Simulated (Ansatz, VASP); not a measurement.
Zr3H: VASP beside Ansatz

```
Zr H
1.0
     3.12329    0.00000    0.00000
     0.00000    3.12329    0.00000
     0.00000    0.00000   21.17391
Zr H
3 1
Direct
  0.50000 0.50000 0.18891
  0.00000 0.00000 0.28748
  0.50000 0.50000 0.38604
  0.75000 0.75000 0.49041
```

Alike in both runs: task single point; functional LDA; k mesh 9 × 9 × 1; occupations gaussian, width 0.1 eV; no spin polarisation.

|  | VASP | Ansatz |
| --- | --- | --- |
| version | VASP 6.6.1 | Ansatz 0.2.0 |
| potentials or method | VASP PAW LDA potentials, release 64 (Zr_sv, H) | scalar-relativistic, plane waves, PAW |
| plane-wave cutoff (eV) | 520 | 420 |
| valence electrons in the cell | 37 | 37 |

|  | VASP | Ansatz | Ansatz less VASP |
| --- | --- | --- | --- |
| gap on the k mesh at the Fermi level (eV) | none | none | - |
| rms of the force components (eV/Å) | 0.826 | 0.824 | -0.0018 |
| work function, face that differs most (eV) | 3.87 | 3.99 | +0.116 |

Atom by atom the forces differ by 0.004 eV/Å (rms over components). A gap of «none» marks a metal or a gap that the smearing closes.
